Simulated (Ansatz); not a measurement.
**Relaxing HW$_{8}$S$_{16}$**

Computed with DFT PBE+D3(BJ), scalar-relativistic, plane waves, PAW in Ansatz 0.2.0. Settings: 420 eV cutoff, 3×3×2 k-mesh, shifted by half a step, Gaussian smearing of 0.01 eV, collinear spin.

What was changed: H interstitial, charge +0, atoms relaxed at the host's cell.

Spin-orbit coupling is left out, which matters for the bands and energies of heavy elements.

In a supercell of 25 atoms the defect feels its periodic images, and the cell reads as a metal on the mesh, so a level in the gap can't be told from a carrier in the bands.

Command:

```bash
ansatz run input.yaml --threads 4 --pin off --max-ram 10240MiB --backend cpu --events-out ev --progress --plain --runs-dir out
```

Input:

```yaml
crystal:
  lattice:
    - [3.1541397672, -5.463130331, 0.0]
    - [-6.3082795344, 0.0, 0.0]
    - [0.0, 0.0, -12.1450302921]
  atoms:
    - { symbol: W, position: [0.1666666667, 0.3333333333, 0.2498035062] }
    - { symbol: W, position: [0.6666666667, 0.3333333333, 0.2498035062] }
    - { symbol: W, position: [0.1666666667, 0.8333333333, 0.2498035062] }
    - { symbol: W, position: [0.6666666667, 0.8333333333, 0.2498035062] }
    - { symbol: W, position: [0.3333333333, 0.1666666667, 0.7501964938] }
    - { symbol: W, position: [0.8333333333, 0.1666666667, 0.7501964938] }
    - { symbol: W, position: [0.3333333333, 0.6666666667, 0.7501964938] }
    - { symbol: W, position: [0.8333333333, 0.6666666667, 0.7501964938] }
    - { symbol: S, position: [0.1666666667, 0.3333333333, 0.8798574944] }
    - { symbol: S, position: [0.6666666667, 0.3333333333, 0.8798574944] }
    - { symbol: S, position: [0.1666666667, 0.8333333333, 0.8798574944] }
    - { symbol: S, position: [0.6666666667, 0.8333333333, 0.8798574944] }
    - { symbol: S, position: [0.333691435, 0.1457004702, 0.3746765706], spin: 0.143 }
    - { symbol: S, position: [0.8386803751, 0.163632589, 0.3771199632], spin: 0.143 }
    - { symbol: S, position: [0.3333333333, 0.6666666667, 0.3794570373] }
    - { symbol: S, position: [0.8471072778, 0.6757055312, 0.3751675586], spin: 0.143 }
    - { symbol: S, position: [0.1761810618, 0.3357318252, 0.6130369875], spin: 0.143 }
    - { symbol: S, position: [0.6666666667, 0.3333333333, 0.6205429627] }
    - { symbol: S, position: [0.1545817716, 0.8414540325, 0.6248957723], spin: 0.143 }
    - { symbol: S, position: [0.6618181358, 0.8269941763, 0.6223717766], spin: 0.143 }
    - { symbol: S, position: [0.3333333333, 0.1666666667, 0.1201425056] }
    - { symbol: S, position: [0.8333333333, 0.1666666667, 0.1201425056] }
    - { symbol: S, position: [0.3333333333, 0.6666666667, 0.1201425056] }
    - { symbol: S, position: [0.8333333333, 0.6666666667, 0.1201425056] }
    - { symbol: H, position: [-0.0026890042, 0.0011442448, 0.5025535999], spin: 0.143 }
  host:
    lattice:
      - [3.1541397672, 0.0, 0.0]
      - [-1.5770698836, 2.7315651655, 0.0]
      - [0.0, 0.0, 12.1450302921]
    atoms:
      - { symbol: W, position: [0.3333333333, 0.6666666667, 0.7501964938] }
      - { symbol: W, position: [0.6666666667, 0.3333333333, 0.2498035062] }
      - { symbol: S, position: [0.3333333333, 0.6666666667, 0.1201425056] }
      - { symbol: S, position: [0.6666666667, 0.3333333333, 0.6205429627] }
      - { symbol: S, position: [0.3333333333, 0.6666666667, 0.3794570373] }
      - { symbol: S, position: [0.6666666667, 0.3333333333, 0.8798574944] }
basis:
  ecutwfc: 420
  xc_grid: 2
kpoints:
  mp_grid: { grid: [3, 3, 2], shift: [0.0, 0.0, 0.5] }
hamiltonian:
  xc: pbe
  dispersion: d3bj
scf:
  occupations: { method: gaussian, width: 0.01 }
output:
  forces: true
  stress: false
  eigenvalues: true
  populations: true
  charged_corrections:
    defect_position: [0.0, 0.0, 0.5]
    epsilon: [[14.1706, 0.0, 0.0], [0.0, 14.1706, 0.0], [0.0, 0.0, 6.6521]]
  write_density: true
  write_potential: true
  elf: true
  volumetric_format: npy
magnetization:
  spin_polarized: true
relax:
  adjacent_minimum: "off"
  f_tol: 0.025
  max_steps: 45
```

F is the free energy.

Steps:

```
step F − F(1) (eV) largest force component (eV/Å)
   1         0.0000                           1.910
   2        -0.3287                           0.676
   3        -0.3734                           0.217
   4        -0.4227                           0.095
   5        -0.4245                           0.028
   6        -0.4252                           0.029
   7        -0.4258                           0.032
   8        -0.4295                           0.155
   9        -0.4479                           0.163
  10        -0.4493                           0.240
  11        -0.4849                           0.189
  12        -0.5639                           0.437
  13        -0.6651                           0.303
  14        -0.6489                           0.183
  15        -0.6869                           0.129
  16        -0.6940                           0.059
  17        -0.6947                           0.015
  18        -0.6947                           0.015
```

Relaxed structure:

```xyz
25
Lattice="3.1541 -5.4631 0.0000 -6.3083 0.0000 0.0000 0.0000 0.0000 -12.1450" Properties=species:S:1:pos:R:3 pbc="T T T"
W    -1.5924   -0.8994   -3.0028
W    -0.0097   -3.6347   -2.9933
W    -4.7477   -0.8996   -3.0010
W    -3.1701   -3.6324   -3.0028
W    -0.0178   -1.8030   -9.1016
W     1.5564   -4.5416   -9.1104
W    -3.1676   -1.8150   -9.1381
W    -1.6015   -4.5476   -9.1012
S    -1.5893   -0.9058  -10.6917
S    -0.0204   -3.6305  -10.6811
S    -4.7511   -0.8999  -10.6820
S    -3.1643   -3.6364  -10.6915
S    -0.0189   -1.8155   -4.5706
S     1.5645   -4.5440   -4.5807
S    -3.1717   -1.8098   -4.5789
S    -1.5892   -4.5369   -4.5707
S    -1.6088   -0.8973   -7.5381
S    -0.0179   -3.6313   -7.5296
S    -4.8422   -0.8463   -7.4684
S    -3.1822   -3.6244   -7.5370
S    -0.0152   -1.8104   -1.4251
S     1.5662   -4.5449   -1.4235
S    -3.1704   -1.8103   -1.4273
S    -1.5922   -4.5425   -1.4251
H     0.5943   -0.3490   -6.4168
```

The run converged. The run took 18 min on 4 threads of Arm Neoverse V2 (shared host), peak memory 1.8 GiB.